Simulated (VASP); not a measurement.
# Ge (P6_3mc) in VASP: equation of state

Aim: energy against volume of Ge in PBEsol, for its equilibrium volume and stiffness.

All numbers are computed with VASP 6.6.1; they aren't measurements. Logs are shortened: lines on timing, memory, paths and dates and some standing lists are left out, and cuts for length are marked.

### Step 1. The structure

The structure is hexagonal, space group P6_3mc (No. 186). The conventional cell has a = 4.050 Å, b = 4.050 Å, c = 10.993 Å, α = 90.00°, β = 90.00°, γ = 120.00°. Ge (site symmetry 3m) is surrounded by 3 Ge at 2.44 Å. Ge (site symmetry 3m) is surrounded by 3 Ge at 2.44 Å.

This isn't the form of Ge at room conditions, which is diamond.

### Step 2. Equation of state, PBEsol, 36.71 Å³/atom (volume scaled by 0.94)

File INCAR:

```
PREC = Accurate ; ENCUT = 520
EDIFF = 1E-7 ; ISMEAR = -1
SIGMA = 0.05 ; LREAL = F
LASPH = T ; NELM = 80
ALGO = Normal ; ISIF = 2
LWAVE = F ; LCHARG = F
GGA = PS ; NBANDS = 36
```

File KPOINTS:

```
Automatic mesh
0
Gamma
  8 8 3
```

File POSCAR:

```
Ge
1.0
    3.9677200192      0.0000000000      0.0000000000
   -1.9838600096      3.4361463317      0.0000000000
    0.0000000000      0.0000000000     10.7689417645
Ge
4
Direct
    0.6666666667      0.3333333333      0.4148480000
    0.3333333333      0.6666666667      0.9148480000
    0.0000000000      0.0000000000      0.4774520000
    0.0000000000      0.0000000000      0.9774520000
```

Potentials or basis: VASP PAW PBE potentials, release 64 (Ge_d).

Command:

```sh
cat potpaw_PBE.64/Ge_d/POTCAR > POTCAR
mpirun -np 1 vasp_std > vasp.out
```

OUTCAR:

```text
PREC = Accurate
   ENCUT = 520
   EDIFF = 1E-7
   ISMEAR = -1
   LREAL = F
   LASPH = T
   NELM = 80
   ISIF = 2
   GGA = PS

 Found     20 irreducible k-points:

 Following reciprocal coordinates:
            Coordinates               Weight
  0.000000  0.000000  0.000000      1.000000
  0.125000  0.000000  0.000000      6.000000
  0.250000  0.000000  0.000000      6.000000
  0.375000  0.000000  0.000000      6.000000
  0.500000  0.000000  0.000000      3.000000
  0.125000  0.125000  0.000000      6.000000
   k-points           NKPTS =     20   k-points in BZ     NKDIM =     20   number of bands    NBANDS=     36
   number of dos      NEDOS =    301   number of ions     NIONS =      4
   total plane-waves  NPLWV =  72000
   dimension x,y,z NGX =    30 NGY =   30 NGZ =   80
   dimension x,y,z NGXF=    60 NGYF=   60 NGZF=  160
   ions per type =               4
   NGX,Y,Z   is equivalent  to a cutoff of  12.57, 12.57, 12.35 a.u.
   NGXF,Y,Z  is equivalent  to a cutoff of  25.14, 25.14, 24.70 a.u.
 SYSTEM =  unknown system
   PREC   = accura    normal or accurate (medium, high low for compatibility)
   ISTART =      0    job   : 0-new  1-cont  2-samecut
   ICHARG =      2    charge: 1-file 2-atom 10-const
   ISPIN  =      1    spin polarized calculation?
   LNONCOLLINEAR =      F non collinear calculations
   LSORBIT =      F    spin-orbit coupling
   LASPH  =      T    aspherical Exc in radial PAW
   ENCUT  =  520.0 eV  38.22 Ry    6.18 a.u.   7.38  7.38 20.02*2*pi/ulx,y,z
   NELM   =     80;   NELMIN=  2; NELMDL= -5     # of ELM steps
   EDIFF  = 0.1E-06   stopping-criterion for ELM
   LREAL  =      F    real-space projection
   EDIFFG = 0.1E-05   stopping-criterion for IOM
   NSW    =      0    number of steps for IOM
   IBRION =     -1    ionic relax: 0-MD 1-quasi-New 2-CG
   NFREE  =      0    steps in history (QN), initial steepest desc. (CG)
   ISIF   =      2    stress and relaxation
   ISYM   =      2    0-nonsym 1-usesym 2-fastsym
   POTIM  = 0.5000    time-step for ionic-motion
   TEBEG  =    0.0;   TEEND  =   0.0 temperature during run
   PSTRESS=    0.0 pullay stress
   NELECT =      56.0000    total number of electrons
   NUPDOWN=      -1.0000    fix difference up-down
   EMIN   =  10.00;   EMAX   =-10.00  energy-range for DOS
   EFERMI =   0.00;   METHOD = LEGACY
   ISMEAR =    -1;   SIGMA  =   0.05  broadening in eV -4-tet -1-fermi 0-gaus
   EFERMI_NEDOS =   21; number of points for ismear=-14 and -15
   IALGO  =     38    algorithm
   IMIX   =      4    mixing-type and parameters
     AMIX     =   0.40;   BMIX     =  1.00
     AMIX_MAG =   1.60;   BMIX_MAG =  1.00
  volume/ion in A,a.u.               =      36.71       247.70
  Fermi-wavevector in a.u.,A,eV,Ry     =   1.187250  2.243578 19.178271  1.409563
  Thomas-Fermi vector in A             =   2.323406
   LORBIT       =      0    0 simple, 1 ext, 2 COOP (PROOUT), +10 PAW based schemes
   GGA     = PS    functional components
   LHFCALC =     F    Hartree Fock is set to
   AEXX    =    0.0000 exact exchange contribution
   IVDW    =     0    specifies the selected vdW correction
   LEPSILON=     F    determine dielectric tensor
   LRPA    =     F    only Hartree local field effects (RPA)
 non-spin polarized calculation
  energy-cutoff  :      520.00
  volume of cell :      146.82
 maximum number of plane-waves:      3983
 NGX is ok and might be reduce to    30
   NGX = 15   NGY = 15   NGZ = 41

 number of electron      56.0000096 magnetization

 Free energy of the ion-electron system (eV)
  ---------------------------------------------------
  ext. energy  EPLUGINS =         0.00000000
  ---------------------------------------------------
  free energy    TOTEN  =       -17.51610402 eV

  energy without entropy =      -17.51595207  energy(sigma->0) =      -17.51602804

 E-fermi :   1.0457     XC(G=0):  -7.5616

 val. band max:        0.7093247787   @ k =   0.3750   0.2500   0.0000
 cond. band min:       1.4131072908   @ k =   0.3750   0.2500   0.3333
 fundamental gap:      0.7037825121
 Fermi energy:         1.0456547122

 k-point     1 :       0.0000    0.0000    0.0000
  band No.  band energies     occupation
      1     -23.4226      2.00000
      2     -23.4226      2.00000
      3     -23.4226      2.00000
      4     -23.4226      2.00000
      5     -23.3646      2.00000
      6     -23.3646      2.00000
      7     -23.3646      2.00000
      8     -23.3646      2.00000
      9     -23.3571      2.00000
     10     -23.3570      2.00000
     11     -23.2790      2.00000
     12     -23.2789      2.00000
     13     -23.1541      2.00000
     14     -23.1541      2.00000
     15     -23.1541      2.00000
     16     -23.1541      2.00000
     17     -23.1192      2.00000
     18     -23.1192      2.00000
     19     -23.1192      2.00000
     20     -23.1192      2.00000
     21     -10.5051      2.00000
     22     -10.4692      2.00000
[... 94 lines left out ...]
  band No.  band energies     occupation
      1     -23.4456      2.00000
      2     -23.4456      2.00000
      3     -23.4419      2.00000
      4     -23.4419      2.00000
      5     -23.4087      2.00000
      6     -23.4087      2.00000
      7     -23.3268      2.00000
      8     -23.3267      2.00000
      9     -23.3209      2.00000
     10     -23.3209      2.00000
     11     -23.2255      2.00000
     12     -23.2255      2.00000
     13     -23.2132      2.00000
     14     -23.2132      2.00000
     15     -23.2003      2.00000
     16     -23.2002      2.00000
     17     -23.0985      2.00000
     18     -23.0985      2.00000
     19     -23.0609      2.00000
     20     -23.0609      2.00000
     21      -8.9841      2.00000
     22      -8.9534      2.00000
     23      -5.5284      2.00000
     24      -5.5055      2.00000
     25      -0.8612      2.00000
     26      -0.8472      2.00000
     27      -0.8183      2.00000
     28      -0.3699      2.00000
     29       2.1342      0.00000
     30       2.2998      0.00000
     31       2.8974      0.00000
     32       3.0950      0.00000
     33       5.4948      0.00000
     34       7.4700      0.00000
     35       7.8036      0.00000
     36       8.0898      0.00000

 k-point     5 :       0.5000    0.0000    0.0000
  band No.  band energies     occupation
      1     -23.4473      2.00000
      2     -23.4473      2.00000
      3     -23.4365      2.00000
      4     -23.4365      2.00000
      5     -23.4201      2.00000
      6     -23.4201      2.00000
      7     -23.3236      2.00000
      8     -23.3236      2.00000
      9     -23.3222      2.00000
     10     -23.3222      2.00000
     11     -23.2258      2.00000
     12     -23.2258      2.00000
     13     -23.2183      2.00000
     14     -23.2182      2.00000
     15     -23.1889      2.00000
     16     -23.1889      2.00000
     17     -23.1023      2.00000
     18     -23.1023      2.00000
     19     -23.0550      2.00000
     20     -23.0550      2.00000
     21      -8.3430      2.00000
     22      -8.3264      2.00000
     23      -6.4761      2.00000
     24      -6.4610      2.00000
     25      -1.0180      2.00000
     26      -0.9887      2.00000
     27      -0.2740      2.00000
     28      -0.0601      2.00000
     29       1.6228      0.00002
     30       1.8838      0.00000
     31       2.6789      0.00000
     32       2.7414      0.00000
     33       6.0774      0.00000
     34       6.6371      0.00000
     35       7.8829      0.00000
     36       8.0454      0.00000

 k-point     6 :       0.1250    0.1250    0.0000
  band No.  band energies     occupation
      1     -23.4408      2.00000
      2     -23.4408      2.00000
      3     -23.4368      2.00000
      4     -23.4368      2.00000
      5     -23.3864      2.00000
      6     -23.3863      2.00000
      7     -23.3467      2.00000
      8     -23.3467      2.00000
      9     -23.3200      2.00000
     10     -23.3200      2.00000
     11     -23.2536      2.00000
     12     -23.2536      2.00000
     13     -23.1928      2.00000
     14     -23.1928      2.00000
     15     -23.1903      2.00000
     16     -23.1903      2.00000
     17     -23.1042      2.00000
     18     -23.1042      2.00000
     19     -23.0787      2.00000
     20     -23.0786      2.00000
     21      -9.9729      2.00000
     22      -9.9380      2.00000
     23      -3.4010      2.00000
     24      -3.3144      2.00000
     25      -1.4516      2.00000
     26      -0.9325      2.00000
     27      -0.4857      2.00000
     28      -0.4712      2.00000
     29       2.9183      0.00000
     30       3.9573      0.00000
     31       4.0565      0.00000
     32       4.0989      0.00000
     33       4.6899      0.00000
     34       5.2312      0.00000
     35       6.6965      0.00000
     36       7.0999      0.00000

 [... further k-points ...]

------------------------ aborting loop because EDIFF is reached ----------------------------------------

  FORCE on cell =-STRESS in cart. coord.  units (eV):
  Direction    XX          YY          ZZ          XY          YZ          ZX
  --------------------------------------------------------------------------------------
  -------------------------------------------------------------------------------------
  Total        0.5318504      0.5318504     -0.4720682      0.0000000      0.0000000      0.0000000
  in kB        5.8038264      5.8038264     -5.1514521      0.0000000      0.0000000      0.0000000
  external PRESSURE =       2.1520669 kB  Pullay stress =       0.0000000 kB

 VOLUME and BASIS-vectors are now :
 -----------------------------------------------------------------------------
  energy-cutoff  :      520.00
  volume of cell :      146.82
      direct lattice vectors                 reciprocal lattice vectors
     3.967720019  0.000000000  0.000000000     0.252033912  0.145511847  0.000000000
    -1.983860010  3.436146332  0.000000000     0.000000000  0.291023694  0.000000000
     0.000000000  0.000000000 10.768941764     0.000000000  0.000000000  0.092859635

 POSITION                                       TOTAL-FORCE (eV/Angst)
 -----------------------------------------------------------------------------------
      1.98386      1.14538      4.46747         0.000000     -0.000000      0.011236
     -0.00000      2.29076      9.85194        -0.000000      0.000000      0.011236
      0.00000      0.00000      5.14165         0.000000     -0.000000     -0.011236
      0.00000      0.00000     10.52612        -0.000000     -0.000000     -0.011236
 -----------------------------------------------------------------------------------
    total drift:                                0.000001      0.000001      0.007399

  FREE ENERGIE OF THE ION-ELECTRON SYSTEM (eV)
  ---------------------------------------------------
  free  energy   TOTEN  =       -17.5161040188 eV

  energy  without entropy=      -17.5159520653  energy(sigma->0) =      -17.51602804
```

Wall time 51 s (1 thread of Intel Xeon 6975P-C (Granite Rapids), shared host); peak memory 0.29 GiB.

Results:

| Property | Result |
| --- | --- |
| Free energy | -17.5161 eV |
| Pressure | 0.2 GPa |
| Largest force | 0.011 eV/Å |
| Band gap on the k mesh | 0.70 eV, indirect (least direct gap 0.71 eV) |

Caveat: the PAW data sets were made with another functional, which shifts forces and pressure a little; an odd mesh through Γ misses points on the zone boundary, where band edges often lie.

### Step 3. Equation of state, PBEsol, 37.49 Å³/atom (volume scaled by 0.96)

INCAR is that of step 2.

KPOINTS is that of step 2.

File POSCAR:

```
Ge
1.0
    3.9956626301      0.0000000000      0.0000000000
   -1.9978313150      3.4603453426      0.0000000000
    0.0000000000      0.0000000000     10.8447818813
Ge
4
Direct
    0.6666666667      0.3333333333      0.4148480000
    0.3333333333      0.6666666667      0.9148480000
    0.0000000000      0.0000000000      0.4774520000
    0.0000000000      0.0000000000      0.9774520000
```

Potentials or basis: VASP PAW PBE potentials, release 64 (Ge_d).

Command:

```sh
cat potpaw_PBE.64/Ge_d/POTCAR > POTCAR
mpirun -np 1 vasp_std > vasp.out
```

Wall time 53 s (1 thread of Intel Xeon 6975P-C (Granite Rapids), shared host); peak memory 0.3 GiB.

Results (log left out):

| Quantity | Value |
| --- | --- |
| Free energy | -17.5139 eV |
| Pressure | -0.5 GPa |
| Largest force | 0.072 eV/Å |
| Band gap on the k mesh | 0.69 eV, indirect (least direct gap 0.70 eV) |

Caveat: the PAW data sets were made with another functional, which shifts forces and pressure a little; an odd mesh through Γ misses points on the zone boundary, where band edges often lie.

### Step 4. Equation of state, PBEsol, 38.27 Å³/atom (volume scaled by 0.98)

INCAR is that of step 3.

KPOINTS is that of step 3.

File POSCAR:

```
Ge
1.0
    4.0232197949      0.0000000000      0.0000000000
   -2.0116098974      3.4842105474      0.0000000000
    0.0000000000      0.0000000000     10.9195758440
Ge
4
Direct
    0.6666666667      0.3333333333      0.4148480000
    0.3333333333      0.6666666667      0.9148480000
    0.0000000000      0.0000000000      0.4774520000
    0.0000000000      0.0000000000      0.9774520000
```

Command:

```sh
cat potpaw_PBE.64/Ge_d/POTCAR > POTCAR
mpirun -np 1 vasp_std > vasp.out
```

Run time: 48 s. Hardware: 1 thread of Intel Xeon 6975P-C (Granite Rapids), shared host; peak memory 0.29 GiB.

It converged, with:

- Free energy: -17.4990 eV
- Pressure: -1.1 GPa
- Largest force: 0.125 eV/Å
- Band gap on the k mesh: 0.68 eV, indirect (least direct gap 0.69 eV)

Caveat: the PAW data sets were made with another functional, which shifts forces and pressure a little; an odd mesh through Γ misses points on the zone boundary, where band edges often lie.

### Step 5. Equation of state, PBEsol, 39.83 Å³/atom (volume scaled by 1.02)

INCAR is that of step 4.

KPOINTS is that of step 4.

File POSCAR:

```
Ge
1.0
    4.0772291900      0.0000000000      0.0000000000
   -2.0386145949      3.5309840555      0.0000000000
    0.0000000000      0.0000000000     11.0661648237
Ge
4
Direct
    0.6666666667      0.3333333333      0.4148480000
    0.3333333333      0.6666666667      0.9148480000
    0.0000000000      0.0000000000      0.4774520000
    0.0000000000      0.0000000000      0.9774520000
```

Command:

```sh
cat potpaw_PBE.64/Ge_d/POTCAR > POTCAR
mpirun -np 1 vasp_std > vasp.out
```

It took 48 s on 1 thread of Intel Xeon 6975P-C (Granite Rapids), shared host; peak memory 0.3 GiB.

The run converged. Its results:

- Free energy: -17.4369 eV
- Pressure: -2.1 GPa
- Largest force: 0.215 eV/Å
- Band gap on the k mesh: 0.55 eV, indirect (least direct gap 0.67 eV)

Caveat: the PAW data sets were made with another functional, which shifts forces and pressure a little; an odd mesh through Γ misses points on the zone boundary, where band edges often lie.

### Step 6. Equation of state, PBEsol, 40.61 Å³/atom (volume scaled by 1.04)

INCAR is that of step 5.

KPOINTS is that of step 5.

File POSCAR:

```
Ge
1.0
    4.1037054460      0.0000000000      0.0000000000
   -2.0518527230      3.5539131659      0.0000000000
    0.0000000000      0.0000000000     11.1380250504
Ge
4
Direct
    0.6666666667      0.3333333333      0.4148480000
    0.3333333333      0.6666666667      0.9148480000
    0.0000000000      0.0000000000      0.4774520000
    0.0000000000      0.0000000000      0.9774520000
```

Potentials or basis: VASP PAW PBE potentials, release 64 (Ge_d).

Command:

```sh
cat potpaw_PBE.64/Ge_d/POTCAR > POTCAR
mpirun -np 1 vasp_std > vasp.out
```

It took 49 s on 1 thread of Intel Xeon 6975P-C (Granite Rapids), shared host; peak memory 0.31 GiB.

The run converged. Its results:

```
Free energy            : -17.3924 eV
Pressure               : -2.5 GPa
Largest force          : 0.256 eV/Å
Band gap on the k mesh : 0.44 eV, indirect (least direct gap 0.61 eV)
```

Caveat: the PAW data sets were made with another functional, which shifts forces and pressure a little; an odd mesh through Γ misses points on the zone boundary, where band edges often lie.

### Step 7. Equation of state, PBEsol, 41.39 Å³/atom (volume scaled by 1.06)

INCAR is that of step 6.

KPOINTS is that of step 6.

File POSCAR:

```
Ge
1.0
    4.1298444020      0.0000000000      0.0000000000
   -2.0649222010      3.5765501658      0.0000000000
    0.0000000000      0.0000000000     11.2089697979
Ge
4
Direct
    0.6666666667      0.3333333333      0.4148480000
    0.3333333333      0.6666666667      0.9148480000
    0.0000000000      0.0000000000      0.4774520000
    0.0000000000      0.0000000000      0.9774520000
```

Command:

```sh
cat potpaw_PBE.64/Ge_d/POTCAR > POTCAR
mpirun -np 1 vasp_std > vasp.out
```

It took 44 s on 1 thread of Intel Xeon 6975P-C (Granite Rapids), shared host; peak memory 0.3 GiB.

The run converged. Its results:

```
Free energy            : -17.3401 eV
Pressure               : -2.9 GPa
Largest force          : 0.294 eV/Å
Band gap on the k mesh : 0.35 eV, indirect (least direct gap 0.53 eV)
```

Caveat: the PAW data sets were made with another functional, which shifts forces and pressure a little; an odd mesh through Γ misses points on the zone boundary, where band edges often lie.

### Step 8. Equation of state, PBEsol

Potentials or basis: VASP PAW PBE potentials, release 64 (Ge_d).

No new run: the results of the series are fitted here.

What came out:

- Equilibrium volume: 36.97 Å³/atom
- Bulk modulus at fixed shape and positions: 33 GPa
- Pressure derivative of the bulk modulus: 5.0

Energy against volume, from the lowest point:
```
volume (Å³/atom)  energy (meV/atom)
          36.705               0.00
          37.486               0.56
          38.267               4.27
          39.048              10.80
          39.829              19.79
          40.610              30.94
          41.391              44.01
```

Caveat: the cell was scaled at fixed shape and fractional positions, which overstates the stiffness of a crystal with free parameters, most of all of layers and chains; the PAW data sets were made with another functional, which shifts forces and pressure a little.
